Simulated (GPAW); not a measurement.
Here is a GPAW 26.7.0 calculation.

run.py

```python
import numpy as np
import spglib
from ase import Atoms
from ase.dft.bandgap import bandgap
from ase.io import read, write
from ase.units import GPa
from gpaw import GPAW, PW
from gpaw.spinorbit import soc_eigenstates

atoms = read('PbS.cif')
cell, positions, numbers = spglib.find_primitive(
    (atoms.cell[:], atoms.get_scaled_positions(), atoms.numbers), symprec=1e-4)
atoms = Atoms(numbers, cell=cell, scaled_positions=positions, pbc=True)

calc = GPAW(mode=PW(600),
            xc='MGGA_X_SCAN+MGGA_C_SCAN',
            kpts={'size': (6, 6, 6), 'gamma': True},
            occupations={'name': 'fermi-dirac', 'width': 0.05},
            nbands=19,
            convergence={'density': 1e-05, 'energy': 1e-05},
            maxiter=150,
            txt='gpaw.txt')
atoms.calc = calc
energy = atoms.get_potential_energy()
forces = atoms.get_forces()
stress = atoms.get_stress()
calc.write('gs.gpw')
write('result.traj', atoms)
print(f'Energy: {energy:.6f} eV')
print('Forces (eV/A):')
print(forces.round(4))
print('Stress (GPa):', (stress / GPa).round(3))
print('Fermi level:', round(calc.get_fermi_level(), 4), 'eV')
print(f'Gap: {bandgap(calc)[0]:.4f} eV, direct: {bandgap(calc, direct=True)[0]:.4f} eV')

path = atoms.cell.bandpath('GXWKGLUWLK,UX', npoints=60, eps=1e-4)
bs_calc = calc.fixed_density(kpts=path, symmetry='off', nbands=31,
                             convergence={'bands': 'CBM+6.0', 'eigenstates': 1e-6}, txt='bands.txt')
bs = bs_calc.band_structure()
bs.write('bs.json')
print(f'Gap on the path: {bandgap(bs_calc)[0]:.4f} eV')

soc = soc_eigenstates(bs_calc, theta=0, phi=0, ignore_xc_potential=True)
np.savetxt('soc_bands.dat', soc.eigenvalues(), fmt='%.4f')
mesh = soc_eigenstates('gs.gpw', theta=0, phi=0, ignore_xc_potential=True)
np.savetxt('soc_mesh.dat', mesh.eigenvalues(), fmt='%.4f')
print('Fermi level with spin-orbit coupling:', round(mesh.fermi_level, 4), 'eV')
```

The input PbS.cif:

```cif
data_PbS
_cell_length_a 5.93150000
_cell_length_b 5.93150000
_cell_length_c 5.93150000
_cell_angle_alpha 90.00000000
_cell_angle_beta 90.00000000
_cell_angle_gamma 90.00000000
_space_group_name_H-M_alt 'Fm-3m'
_space_group_name_Hall '-F 4 2 3'
_space_group_IT_number 225
loop_
_space_group_symop_operation_xyz
'x,y,z'
'-x,-y,-z'
'-y,x,z'
'y,-x,-z'
'-x,-y,z'
'x,y,-z'
'y,-x,z'
'-y,x,-z'
'x,-y,-z'
'-x,y,z'
'-y,-x,-z'
'y,x,z'
'-x,y,-z'
'x,-y,z'
'y,x,-z'
'-y,-x,z'
'z,x,y'
'-z,-x,-y'
'z,-y,x'
'-z,y,-x'
'z,-x,-y'
'-z,x,y'
'z,y,-x'
'-z,-y,x'
'-z,x,-y'
'z,-x,y'
'-z,-y,-x'
'z,y,x'
'-z,-x,y'
'z,x,-y'
'-z,y,x'
'z,-y,-x'
'y,z,x'
'-y,-z,-x'
'x,z,-y'
'-x,-z,y'
'-y,z,-x'
'y,-z,x'
'-x,z,y'
'x,-z,-y'
'-y,-z,x'
'y,z,-x'
'-x,-z,-y'
'x,z,y'
'y,-z,-x'
'-y,z,x'
'x,-z,y'
'-x,z,-y'
'x,y+1/2,z+1/2'
'-x,-y+1/2,-z+1/2'
'-y,x+1/2,z+1/2'
'y,-x+1/2,-z+1/2'
'-x,-y+1/2,z+1/2'
'x,y+1/2,-z+1/2'
'y,-x+1/2,z+1/2'
'-y,x+1/2,-z+1/2'
'x,-y+1/2,-z+1/2'
'-x,y+1/2,z+1/2'
'-y,-x+1/2,-z+1/2'
'y,x+1/2,z+1/2'
'-x,y+1/2,-z+1/2'
[... 41 lines left out ...]
'y+1/2,-x,z+1/2'
'-y+1/2,x,-z+1/2'
'x+1/2,-y,-z+1/2'
'-x+1/2,y,z+1/2'
'-y+1/2,-x,-z+1/2'
'y+1/2,x,z+1/2'
'-x+1/2,y,-z+1/2'
'x+1/2,-y,z+1/2'
'y+1/2,x,-z+1/2'
'-y+1/2,-x,z+1/2'
'z+1/2,x,y+1/2'
'-z+1/2,-x,-y+1/2'
'z+1/2,-y,x+1/2'
'-z+1/2,y,-x+1/2'
'z+1/2,-x,-y+1/2'
'-z+1/2,x,y+1/2'
'z+1/2,y,-x+1/2'
'-z+1/2,-y,x+1/2'
'-z+1/2,x,-y+1/2'
'z+1/2,-x,y+1/2'
'-z+1/2,-y,-x+1/2'
'z+1/2,y,x+1/2'
'-z+1/2,-x,y+1/2'
'z+1/2,x,-y+1/2'
'-z+1/2,y,x+1/2'
'z+1/2,-y,-x+1/2'
'y+1/2,z,x+1/2'
'-y+1/2,-z,-x+1/2'
'x+1/2,z,-y+1/2'
'-x+1/2,-z,y+1/2'
'-y+1/2,z,-x+1/2'
'y+1/2,-z,x+1/2'
'-x+1/2,z,y+1/2'
'x+1/2,-z,-y+1/2'
'-y+1/2,-z,x+1/2'
'y+1/2,z,-x+1/2'
'-x+1/2,-z,-y+1/2'
'x+1/2,z,y+1/2'
'y+1/2,-z,-x+1/2'
'-y+1/2,z,x+1/2'
'x+1/2,-z,y+1/2'
'-x+1/2,z,-y+1/2'
'x+1/2,y+1/2,z'
'-x+1/2,-y+1/2,-z'
'-y+1/2,x+1/2,z'
'y+1/2,-x+1/2,-z'
'-x+1/2,-y+1/2,z'
'x+1/2,y+1/2,-z'
'y+1/2,-x+1/2,z'
'-y+1/2,x+1/2,-z'
'x+1/2,-y+1/2,-z'
'-x+1/2,y+1/2,z'
'-y+1/2,-x+1/2,-z'
'y+1/2,x+1/2,z'
'-x+1/2,y+1/2,-z'
'x+1/2,-y+1/2,z'
'y+1/2,x+1/2,-z'
'-y+1/2,-x+1/2,z'
'z+1/2,x+1/2,y'
'-z+1/2,-x+1/2,-y'
'z+1/2,-y+1/2,x'
'-z+1/2,y+1/2,-x'
'z+1/2,-x+1/2,-y'
'-z+1/2,x+1/2,y'
'z+1/2,y+1/2,-x'
'-z+1/2,-y+1/2,x'
'-z+1/2,x+1/2,-y'
'z+1/2,-x+1/2,y'
'-z+1/2,-y+1/2,-x'
'z+1/2,y+1/2,x'
'-z+1/2,-x+1/2,y'
'z+1/2,x+1/2,-y'
'-z+1/2,y+1/2,x'
'z+1/2,-y+1/2,-x'
'y+1/2,z+1/2,x'
'-y+1/2,-z+1/2,-x'
'x+1/2,z+1/2,-y'
'-x+1/2,-z+1/2,y'
'-y+1/2,z+1/2,-x'
'y+1/2,-z+1/2,x'
'-x+1/2,z+1/2,y'
'x+1/2,-z+1/2,-y'
'-y+1/2,-z+1/2,x'
'y+1/2,z+1/2,-x'
'-x+1/2,-z+1/2,-y'
'x+1/2,z+1/2,y'
'y+1/2,-z+1/2,-x'
'-y+1/2,z+1/2,x'
'x+1/2,-z+1/2,y'
'-x+1/2,z+1/2,-y'
loop_
_atom_site_label
_atom_site_type_symbol
_atom_site_symmetry_multiplicity
_atom_site_Wyckoff_symbol
_atom_site_fract_x
_atom_site_fract_y
_atom_site_fract_z
_atom_site_occupancy
Pb1 Pb 4 a 0.0000000000 0.0000000000 0.0000000000 1
S1 S 4 b 0.5000000000 0.0000000000 0.0000000000 1
```

Potentials or basis: GPAW PAW data sets (gpaw-data 1.2.1), pw.

The run is started by

```console
$ OMP_NUM_THREADS=1 python run.py
```

Q: What does it give for the pressure?

A: 0.6 GPa.

Q: Estimate the band gap along the path.

A: 0.24 eV, direct.

Q: What does it give for the band gap on the k mesh?

A: 0.16 eV, direct.

Levels at the corners of the path, in eV from the valence-band top:
| point | band 18 | band 19 | band 20 | band 21 | band 22 | band 23 |
| --- | --- | --- | --- | --- | --- | --- |
| Γ | -1.95 | -1.95 | -1.95 | 3.39 | 3.39 | 6.64 |
| X | -3.59 | -3.18 | -3.18 | 4.52 | 4.52 | 4.61 |
| W | -4.17 | -0.85 | -0.85 | 2.16 | 2.17 | 5.08 |
| K | -2.91 | -2.31 | -2.31 | 3.19 | 3.19 | 4.66 |
| Γ | -1.95 | -1.95 | -1.95 | 3.39 | 3.39 | 6.64 |
| L | -1.62 | 0.00 | 0.00 | 0.24 | 0.24 | 1.99 |
| U | -2.91 | -2.31 | -2.31 | 3.19 | 3.19 | 4.66 |
| W | -4.17 | -0.85 | -0.85 | 2.16 | 2.17 | 5.08 |
| L | -1.62 | 0.00 | 0.00 | 0.24 | 0.24 | 1.99 |
| K | -2.91 | -2.31 | -2.31 | 3.19 | 3.19 | 4.66 |
| U | -2.91 | -2.31 | -2.31 | 3.19 | 3.19 | 4.66 |
| X | -3.59 | -3.18 | -3.18 | 4.52 | 4.52 | 4.61 |

Caveat: spin-orbit coupling was added after a scalar SCF, so levels and gaps hold it while energy, forces, pressure and moments don't; this program's spin-orbit splittings come out too wide for heavy elements; the PAW data sets were made with another functional, which shifts forces and pressure a little.
